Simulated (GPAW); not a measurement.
Here is a GPAW 26.7.0 calculation.

File run.py:

```python
from ase import Atoms
from ase.dft.bandgap import bandgap
from ase.io import write
from ase.units import GPa
from gpaw import GPAW, PW

atoms = Atoms(['Sn', 'Se', 'Se'],
              cell=[[3.811, 0.0, 0.0],
                    [-1.9055, 3.3004228138, 0.0],
                    [0.0, 0.0, 6.136]],
              scaled_positions=[[0.0, 0.0, 0.0],
                                [0.6666666667, 0.3333333333, 0.751],
                                [0.3333333333, 0.6666666667, 0.249]],
              pbc=True)

calc = GPAW(mode=PW(1200),
            xc='PBE',
            kpts={'size': (6, 6, 3), 'gamma': True},
            occupations={'name': 'fermi-dirac', 'width': 0.05},
            nbands=24,
            convergence={'density': 1e-05, 'energy': 1e-05},
            maxiter=80,
            txt='gpaw.txt')
atoms.calc = calc
energy = atoms.get_potential_energy()
forces = atoms.get_forces()
stress = atoms.get_stress()
calc.write('gs.gpw')
write('result.traj', atoms)
print(f'Energy: {energy:.6f} eV')
print('Forces (eV/A):')
print(forces.round(4))
print('Stress (GPa):', (stress / GPa).round(3))
print('Fermi level:', round(calc.get_fermi_level(), 4), 'eV')
print(f'Gap: {bandgap(calc)[0]:.4f} eV, direct: {bandgap(calc, direct=True)[0]:.4f} eV')
```

Potentials or basis: GPAW PAW data sets (gpaw-data 1.2.1), pw.

Run with:

```console
$ OMP_NUM_THREADS=1 python run.py
```

(1) Predict the band gap on the k mesh.

(2) Estimate the largest force.

(3) Estimate the pressure.

Answers

(1) 0.78 eV, indirect (least direct gap 1.10 eV).

(2) 0.731 eV/Å.

(3) 5.4 GPa.

Caveat: spin-orbit coupling is left out, which moves the levels of the heavy elements; an odd mesh through Γ misses points on the zone boundary, where band edges often lie; this functional lacks dispersion, which binds the layers, so the pressure and a relaxed spacing across them are unreliable.
